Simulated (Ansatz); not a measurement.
Born–Oppenheimer molecular dynamics of a periodic cell of 16 atoms, WC (start crystal WC, start structure P-6m2, volume 1.05 times the crystal's). It starts from a structure without forces on its atoms.

Method: Ansatz, DFT PBE, scalar-relativistic, plane waves, PAW. Settings: accuracy low, PAW set soft_1, cutoff 420 eV, k mesh 3x3x3, fermi-dirac smearing 0.17 eV, no spin polarisation.

- ensemble: NVT, Langevin thermostat
- time step: 1.5 fs
- steps asked: 150
- set temperature: 2000 K
- friction: 0.02 /fs
- seed: 660708

Frames 3 fs apart, positions in Å.

Velocities at 90.0 fs (Å/ps):

```
W -1.17 0.71 4.33
C 5.67 -7.23 -4.40
W 0.31 -1.59 -1.72
C 15.87 2.64 -5.43
W 1.44 -4.64 -3.52
C -15.12 4.68 -25.05
W -0.26 1.00 3.23
C -1.53 -14.57 -14.47
W 2.15 3.73 1.75
C 4.77 14.37 -12.02
W -1.25 3.18 -0.20
C -1.91 -15.73 7.78
W -1.69 -4.96 1.50
C 13.66 1.90 10.34
W -1.59 1.07 -1.98
C 26.11 -14.29 10.08
```

```xyz
16
Lattice="-2.9506 -5.1106 0.0000 4.4259 -2.5553 0.0000 0.0000 0.0000 5.7559" Properties=species:S:1:pos:R:3 time_fs=90.0 energy_less_start_eV=2.861 T=1768
W -0.125 -5.107 0.159
C 1.318 -4.365 1.349
W -0.069 -5.044 3.016
C 1.428 -4.166 4.442
W -1.431 -2.537 -0.040
C 0.034 -1.675 1.580
W -1.591 -2.483 2.846
C -0.305 -1.718 4.313
W 1.389 -2.591 0.136
C 2.914 -1.682 1.631
W 1.402 -2.486 2.928
C 2.907 -1.702 4.486
W -0.248 0.017 0.124
C -1.555 -4.277 1.447
W 0.004 0.049 2.957
C -1.414 -4.151 4.259
16
Lattice="-2.9506 -5.1106 0.0000 4.4259 -2.5553 0.0000 0.0000 0.0000 5.7559" Properties=species:S:1:pos:R:3 time_fs=93.0 energy_less_start_eV=2.983 T=1541
W -0.126 -5.105 0.172
C 1.340 -4.387 1.348
W -0.069 -5.047 3.007
C 1.466 -4.158 4.425
W -1.429 -2.549 -0.051
C -0.014 -1.667 1.506
W -1.593 -2.481 2.856
C -0.288 -1.757 4.266
W 1.395 -2.578 0.141
C 2.933 -1.644 1.591
W 1.399 -2.479 2.929
C 2.896 -1.737 4.503
W -0.250 0.003 0.127
C -1.517 -4.278 1.488
W 0.001 0.051 2.951
C -1.355 -4.193 4.301
16
Lattice="-2.9506 -5.1106 0.0000 4.4259 -2.5553 0.0000 0.0000 0.0000 5.7559" Properties=species:S:1:pos:R:3 time_fs=96.0 energy_less_start_eV=3.108 T=1931
W -0.124 -5.102 0.184
C 1.371 -4.401 1.379
W -0.071 -5.053 2.998
C 1.480 -4.150 4.397
W -1.426 -2.558 -0.058
C -0.071 -1.659 1.425
W -1.597 -2.480 2.865
C -0.221 -1.802 4.213
W 1.402 -2.562 0.149
C 2.949 -1.600 1.544
W 1.393 -2.471 2.933
C 2.872 -1.747 4.512
W -0.248 -0.005 0.130
C -1.494 -4.295 1.520
W -0.002 0.054 2.946
C -1.321 -4.231 4.345
16
Lattice="-2.9506 -5.1106 0.0000 4.4259 -2.5553 0.0000 0.0000 0.0000 5.7559" Properties=species:S:1:pos:R:3 time_fs=99.0 energy_less_start_eV=3.443 T=1849
W -0.123 -5.100 0.194
C 1.411 -4.402 1.430
W -0.074 -5.065 2.990
C 1.490 -4.140 4.352
W -1.421 -2.565 -0.070
C -0.129 -1.647 1.359
W -1.601 -2.481 2.876
C -0.146 -1.822 4.160
W 1.413 -2.545 0.157
C 2.949 -1.582 1.495
W 1.388 -2.465 2.942
C 2.858 -1.746 4.510
W -0.247 -0.013 0.130
C -1.474 -4.312 1.540
W -0.005 0.062 2.938
C -1.313 -4.276 4.399
16
Lattice="-2.9506 -5.1106 0.0000 4.4259 -2.5553 0.0000 0.0000 0.0000 5.7559" Properties=species:S:1:pos:R:3 time_fs=102.0 energy_less_start_eV=3.804 T=1882
W -0.120 -5.096 0.201
C 1.452 -4.379 1.488
W -0.074 -5.079 2.984
C 1.499 -4.125 4.314
W -1.421 -2.569 -0.079
C -0.188 -1.626 1.315
W -1.603 -2.482 2.888
C -0.069 -1.829 4.135
W 1.422 -2.526 0.164
C 2.929 -1.609 1.441
W 1.387 -2.461 2.953
C 2.843 -1.736 4.486
W -0.246 -0.020 0.129
C -1.462 -4.303 1.567
W -0.011 0.075 2.928
C -1.331 -4.314 4.441
16
Lattice="-2.9506 -5.1106 0.0000 4.4259 -2.5553 0.0000 0.0000 0.0000 5.7559" Properties=species:S:1:pos:R:3 time_fs=105.0 energy_less_start_eV=4.086 T=1708
W -0.117 -5.092 0.207
C 1.484 -4.332 1.541
W -0.073 -5.091 2.981
C 1.509 -4.112 4.284
W -1.430 -2.571 -0.084
C -0.230 -1.621 1.304
W -1.602 -2.484 2.901
C -0.012 -1.823 4.130
W 1.427 -2.507 0.171
C 2.895 -1.665 1.395
W 1.386 -2.461 2.963
C 2.828 -1.713 4.460
W -0.242 -0.033 0.124
C -1.459 -4.283 1.596
W -0.018 0.086 2.916
C -1.373 -4.348 4.476
16
Lattice="-2.9506 -5.1106 0.0000 4.4259 -2.5553 0.0000 0.0000 0.0000 5.7559" Properties=species:S:1:pos:R:3 time_fs=108.0 energy_less_start_eV=4.175 T=1987
W -0.114 -5.093 0.215
C 1.499 -4.265 1.602
W -0.072 -5.104 2.980
C 1.503 -4.100 4.256
W -1.442 -2.573 -0.084
C -0.250 -1.626 1.329
W -1.599 -2.486 2.916
C 0.029 -1.786 4.157
W 1.429 -2.491 0.177
C 2.857 -1.726 1.354
W 1.387 -2.460 2.968
C 2.823 -1.683 4.437
W -0.238 -0.046 0.114
C -1.468 -4.257 1.631
W -0.027 0.095 2.906
C -1.445 -4.383 4.503
16
Lattice="-2.9506 -5.1106 0.0000 4.4259 -2.5553 0.0000 0.0000 0.0000 5.7559" Properties=species:S:1:pos:R:3 time_fs=111.0 energy_less_start_eV=4.005 T=2315
W -0.112 -5.095 0.220
C 1.480 -4.188 1.663
W -0.070 -5.115 2.978
C 1.488 -4.093 4.245
W -1.456 -2.570 -0.081
C -0.266 -1.639 1.397
W -1.594 -2.487 2.926
C 0.059 -1.729 4.220
W 1.427 -2.476 0.181
C 2.818 -1.778 1.348
W 1.389 -2.461 2.980
C 2.818 -1.650 4.422
W -0.231 -0.060 0.100
C -1.495 -4.225 1.663
W -0.036 0.099 2.900
C -1.536 -4.398 4.514
16
Lattice="-2.9506 -5.1106 0.0000 4.4259 -2.5553 0.0000 0.0000 0.0000 5.7559" Properties=species:S:1:pos:R:3 time_fs=114.0 energy_less_start_eV=3.909 T=2376
W -0.111 -5.096 0.223
C 1.441 -4.106 1.706
W -0.068 -5.123 2.974
C 1.486 -4.082 4.258
W -1.466 -2.562 -0.078
C -0.257 -1.653 1.485
W -1.591 -2.489 2.933
C 0.063 -1.661 4.289
W 1.423 -2.460 0.187
C 2.792 -1.823 1.375
W 1.395 -2.466 2.993
C 2.814 -1.633 4.406
W -0.219 -0.074 0.086
C -1.530 -4.186 1.663
W -0.043 0.100 2.897
C -1.640 -4.400 4.520
16
Lattice="-2.9506 -5.1106 0.0000 4.4259 -2.5553 0.0000 0.0000 0.0000 5.7559" Properties=species:S:1:pos:R:3 time_fs=117.0 energy_less_start_eV=4.019 T=2389
W -0.107 -5.096 0.224
C 1.393 -4.025 1.740
W -0.065 -5.129 2.972
C 1.474 -4.084 4.289
W -1.475 -2.554 -0.071
C -0.216 -1.665 1.552
W -1.590 -2.495 2.937
C 0.052 -1.593 4.356
W 1.413 -2.442 0.196
C 2.791 -1.848 1.423
W 1.400 -2.471 3.005
C 2.809 -1.645 4.399
W -0.205 -0.087 0.075
C -1.588 -4.138 1.615
W -0.051 0.103 2.892
C -1.733 -4.409 4.505
16
Lattice="-2.9506 -5.1106 0.0000 4.4259 -2.5553 0.0000 0.0000 0.0000 5.7559" Properties=species:S:1:pos:R:3 time_fs=120.0 energy_less_start_eV=4.188 T=2398
W -0.108 -5.094 0.224
C 1.346 -3.968 1.737
W -0.058 -5.134 2.976
C 1.464 -4.102 4.317
W -1.484 -2.545 -0.065
C -0.154 -1.684 1.592
W -1.591 -2.503 2.939
C 0.034 -1.533 4.423
W 1.405 -2.423 0.205
C 2.813 -1.846 1.496
W 1.406 -2.475 3.016
C 2.815 -1.674 4.406
W -0.185 -0.098 0.062
C -1.640 -4.104 1.554
W -0.057 0.109 2.890
C -1.794 -4.401 4.476
16
Lattice="-2.9506 -5.1106 0.0000 4.4259 -2.5553 0.0000 0.0000 0.0000 5.7559" Properties=species:S:1:pos:R:3 time_fs=123.0 energy_less_start_eV=4.437 T=2055
W -0.109 -5.095 0.219
C 1.290 -3.940 1.714
W -0.049 -5.139 2.982
C 1.462 -4.125 4.333
W -1.488 -2.533 -0.057
C -0.098 -1.716 1.619
W -1.592 -2.510 2.941
C -0.003 -1.497 4.475
W 1.400 -2.410 0.210
C 2.849 -1.827 1.574
W 1.413 -2.475 3.027
C 2.828 -1.712 4.417
W -0.161 -0.112 0.052
C -1.691 -4.086 1.491
W -0.066 0.117 2.890
C -1.826 -4.359 4.442
```

Of the whole run (225 fs, mean temperature of the second half 2025 K): A run of 0.23 ps of so small a system gives no equilibrium averages. Limits of this set-up: coarse k mesh, low accuracy level.

Run time: 21 min on 2 threads of Arm Neoverse V2, on a shared host, peak memory 0.7 GiB.
